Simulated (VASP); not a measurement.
Here is a VASP 6.6.1 calculation.

File INCAR:

```
SYSTEM = InPd
PREC     = Accurate       ! precision mode
ENCUT    = 520            ! plane-wave cutoff, eV
EDIFF    = 1E-6           ! SCF threshold, eV
ISMEAR   = 0              ! smearing method
SIGMA    = 0.1            ! smearing width, eV
LREAL    = .False.        ! projectors in reciprocal space
LASPH    = .True.         ! aspherical terms in the spheres
NELM     = 100            ! most SCF steps
ALGO     = Normal         ! electronic algorithm
ISIF     = 2              ! what is computed and relaxed
LWAVE    = .False.        ! write WAVECAR
LCHARG   = .False.        ! write CHGCAR
GGA      = PE             ! functional
NBANDS   = 18             ! bands
```

KPOINTS

```
regular mesh
0
Gamma
  9 9 18
  0 0 0
```

File POSCAR:

```
InPd
1.0
    4.6743486047      0.0000000000      0.0000000000
   -2.3371743023      4.0481046378      0.0000000000
    2.3371743023      1.3493682126      1.9082948269
In Pd
1 1
Direct
    0.0000000000      0.0000000000      0.0000000000
    0.0000000000      0.5000000000      0.5000000000
```

Potentials or basis: VASP PAW PBE potentials, release 64 (In_d, Pd).

Launch:

```bash
$ cat potpaw_PBE.64/In_d/POTCAR potpaw_PBE.64/Pd/POTCAR > POTCAR
$ mpirun -np 1 vasp_std > vasp.out
```

(1) Estimate the band gap on the k mesh.

(2) Predict the pressure.

Answers

(1) none (metal or under the smearing width).

(2) 0.2 GPa.
